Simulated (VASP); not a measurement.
Here is a VASP 6.6.1 calculation.

Contents of INCAR:

```
PREC     = Accurate       # precision mode
ENCUT    = 520            # plane-wave cutoff, eV
EDIFF    = 1E-7           # SCF threshold, eV
ISMEAR   = 0              # smearing method
SIGMA    = 0.02           # smearing width, eV
LREAL    = False          # projectors in reciprocal space
LASPH    = True           # aspherical terms in the spheres
NELM     = 60             # most SCF steps
ALGO     = Fast           # electronic algorithm
ISIF     = 2              # what is computed and relaxed
LWAVE    = False          # write WAVECAR
LCHARG   = True           # write CHGCAR
GGA      = PE             # functional
LELF     = True           # ELF
```

KPOINTS

```
regular mesh
0
Gamma
  12 12 11
```

The input POSCAR:

```
Si
1.0
    2.6205428149      0.0000000000      0.0000000000
   -1.3102714075      2.2694566494      0.0000000000
    0.0000000000      0.0000000000      2.4663543900
Si
1
Direct
    0.0000000000      0.0000000000      0.0000000000
```

Potentials or basis: VASP PAW PBE potentials, release 64 (Si).

Launch:

```bash
$ cat potpaw_PBE.64/Si/POTCAR > POTCAR
$ mpirun -np 1 vasp_std > vasp.out
```

Problem. What does it give for the band gap on the k mesh?

Solution. None (metal or under the smearing width).

Problem. Estimate the pressure.

Solution. 3.0 GPa.

Stress tensor (GPa, compression positive):
```
1.26 0.00 0.00
0.00 1.26 0.00
0.00 0.00 6.51
```
